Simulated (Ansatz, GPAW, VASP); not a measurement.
## TePb: programs and potentials compared

```xyz
2
Lattice="0.0000 3.2310 3.2310 3.2310 0.0000 3.2310 3.2310 3.2310 0.0000" Properties=species:S:1:pos:R:3 pbc="T T T"
Pb    0.0000    0.0000    0.0000
Te    3.2310    3.2310    3.2310
```

Alike in all runs: task single point; functional PBE; k mesh 7 × 7 × 7; occupations gaussian, width 0.022 eV; no spin polarisation; no spin-orbit coupling. Pressure is positive in compression and, in plane waves, holds the error of the finite cutoff, which Ansatz's Pulay term estimates and takes out.

```csv
program and potentials,plane-wave cutoff (eV),notes,pressure (GPa)
"Ansatz, Ansatz PAW",420,15 valence electrons an atom on average; Pulay term of +0.02 GPa included,2.11
"GPAW, GPAW PAW data sets (gpaw-data 1.2.1)",600,10 valence electrons an atom on average,1.83
"Ansatz, all-electron LAPW, scalar-relativistic",-,-,?
"VASP, PBE PAW files Pb_d, Te, 520 eV",520,10 valence electrons an atom on average,2.07
```

Estimate from the other rows what the run with Ansatz, all-electron LAPW, scalar-relativistic gave.

Pressure 2.12 GPa. The other rows, which needn't bracket it: pressure 1.83 to 2.11.
